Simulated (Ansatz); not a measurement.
SnO₂: random displacements

All numbers below come from Ansatz, DFT PBE, scalar-relativistic, plane waves, PAW. Settings: plane waves to 420 eV, k-mesh 6×6×8 (Γ-centred), Gaussian smearing 0.05 eV. No spin polarisation. Energies are free energies at this smearing, counted from the undisturbed cell; pressure is positive in compression.

The undisturbed cell (relaxed at this level):

```
Sn O
1.0
     4.82770    0.00000    0.00000
     0.00000    4.82770    0.00000
     0.00000    0.00000    3.23799
Sn O
2 4
Cartesian
  0.0000 0.0000 0.0000
  2.4139 2.4139 1.6190
  1.4802 1.4802 0.0000
  0.9337 3.8941 1.6190
  3.3475 3.3475 0.0000
  3.8941 0.9337 1.6190
```

The atoms are displaced (Å, in the unstrained cell):

```
atom ux uy uz
 Sn1  -0.031  -0.046  -0.015
 Sn2   0.004   0.055  -0.024
  O3   0.006  -0.002   0.002
  O4   0.060   0.015   0.062
  O5  -0.037  -0.017  -0.007
  O6  -0.002  -0.005  -0.017
```

Strain (Voigt, engineering shear): (-0.0019, 0.0296, -0.0420, 0.1635, 0.0061, -0.0760).

Task: What are the energy change, the stress and the forces?

Result: ΔE = 207.1 meV/atom; stress (xx, yy, zz, yz, xz, xy; compression positive) (8.17, 6.25, 22.96, -17.23, -5.18, 14.20) GPa; gap on the mesh 1.04 eV.
```tsv
atom	Fx (eV/Å)	Fy	Fz
Sn1	1.22	1.09	0.71
Sn2	-1.73	-2.17	1.81
O3	-0.47	-0.44	0.95
O4	-0.60	0.02	-0.11
O5	1.80	1.37	-2.51
O6	-0.21	0.12	-0.85
```

Cost: 1 run of about 0.62 core-minutes, on Arm Neoverse V1 (shared hosts).